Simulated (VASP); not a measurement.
Crystal: In2O3.

```xyz
10
Lattice="2.7435 1.5840 4.8367 -2.7435 1.5840 4.8367 0.0000 -3.1679 4.8367" Properties=species:S:1:pos:R:3 pbc="T T T"
In    0.0000    0.0000    5.1846
In    0.0000    0.0000    2.0704
In    0.0000    0.0000    9.3254
In    0.0000    0.0000   12.4396
O    -1.1084    1.5840    8.4642
O    -0.8176   -1.7519    8.4642
O     1.9259    0.1679    8.4642
O     1.1084   -1.5840    6.0458
O     0.8176    1.7519    6.0458
O    -1.9259   -0.1679    6.0458
```

| Item | Value |
| --- | --- |
| Program | VASP 6.6.1 |
| Task | relaxation of cell and atoms |
| Functional | PBE |
| Potentials or basis | VASP PAW PBE potentials, release 64 (In_d, O) |
| Cutoff | 520 eV |
| k mesh | 6 × 6 × 6 |
| Occupations | gaussian, width 0.1 eV |
| Spin | no spin polarisation |

At the start: pressure 9.0 GPa; volume 12.61 Å³/atom.

Where does the relaxation end?

Over 8 steps the energy falls by 17.9 meV/atom and the volume is 13.28 Å³/atom (+5.3 %); space group R-3c (No. 167, to 0.05 Å).

Step by step:
```csv
step,energy change (eV),largest force (eV/Å),pressure (GPa),volume (Å³)
1,0.0000,0.1391,8.97,126.11
2,-0.0220,0.0750,-6.99,139.44
3,-0.1779,0.0667,-0.08,132.73
4,-0.1779,0.0674,0.12,132.59
5,-0.1790,0.0292,0.10,132.60
6,-0.1794,0.0063,0.12,132.61
7,-0.1794,0.0091,0.11,132.61
8,-0.1794,0.0052,-0.09,132.80
```

Final structure:
```cif
data_structure
_symmetry_space_group_name_H-M 'P 1'
_symmetry_Int_Tables_number 1
_cell_length_a 5.8829
_cell_length_b 5.8829
_cell_length_c 5.8829
_cell_angle_alpha 56.643
_cell_angle_beta 56.643
_cell_angle_gamma 56.643
_cell_volume 132.80
loop_
_atom_site_label
_atom_site_type_symbol
_atom_site_fract_x
_atom_site_fract_y
_atom_site_fract_z
_atom_site_occupancy
In1 In 0.35718 0.35718 0.35718 1
In2 In 0.14282 0.14282 0.14282 1
In3 In 0.64282 0.64282 0.64282 1
In4 In 0.85718 0.85718 0.85718 1
O1 O 0.54643 0.95357 0.25000 1
O2 O 0.25000 0.54643 0.95357 1
O3 O 0.95357 0.25000 0.54643 1
O4 O 0.45357 0.04643 0.75000 1
O5 O 0.75000 0.45357 0.04643 1
O6 O 0.04643 0.75000 0.45357 1
```
